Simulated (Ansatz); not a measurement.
An 8-atom cell of AgI (P6_3mc) from a materials database, relaxed with r2SCAN+rVV10. Space group P6_3mc (No. 186), hexagonal; a = 4.441 Å, c = 14.881 Å in the conventional setting, 31.77 Å³ an atom. Ag is surrounded by 4 I at 2.86–2.89 Å and 3 Ag at 2.98 Å; I is surrounded by 4 Ag at 2.86–2.89 Å.

```
Ag I
1.0
     4.44106    0.00000    0.00000
    -2.22053    3.84607    0.00000
     0.00000    0.00000   14.88056
Ag I
4 4
Cartesian
  0.0000 0.0000 4.8170
  2.2205 1.2820 6.3450
  0.0000 2.5640 13.7853
  0.0000 0.0000 12.2573
  0.0000 0.0000 0.2382
  2.2205 1.2820 3.4804
  0.0000 2.5640 10.9206
  0.0000 0.0000 7.6785
```

The questions ask for values computed with the plane-wave code Ansatz on this geometry. No magnetic order and no zero-point or thermal motion.

(1) Is there a gap with LDA, and of what kind?

(2) Estimate the gap with r2SCAN on 6×6×2.

(3) How does the gap change from LDA to DDH-PBE0 (6×6×2)?

(4) Order these levels by the gap that they give, smallest first.
A. LDA
B. DDH-PBE0
C. Hartree-Fock
D. HSE06
E. PBE
F. PBE0
G. r2SCAN

(5) What are ε∞ and the Born charges with PBE?

(6) What do these levels agree on?

Results:

(1) With LDA the gap is 1.25 eV and direct, at Γ.

(2) The r2SCAN gap is direct at Γ: 1.94 eV. The gap differs by +0.69 eV from LDA's.

(3) DDH-PBE0 gives a direct gap of 2.74 eV at Γ. The share of exact exchange is 0.185. The gap differs by +1.49 eV from LDA's.

(4) A (1.25 eV), E (1.49 eV), G (1.94 eV), D (2.53 eV), B (2.74 eV), F (3.19 eV), C (8.71 eV).

(5) ε∞: 5.38 along x and y, 5.46 along z. Born charges, averaged over directions: Ag +1.10 to +1.11, I -1.11 e.

(6) r2SCAN covers 43 % of the step from PBE to HSE06. All these functionals give a gap of the same kind, direct.

The meshes of the hybrids are coarse, so their gaps aren't converged to the digits shown.
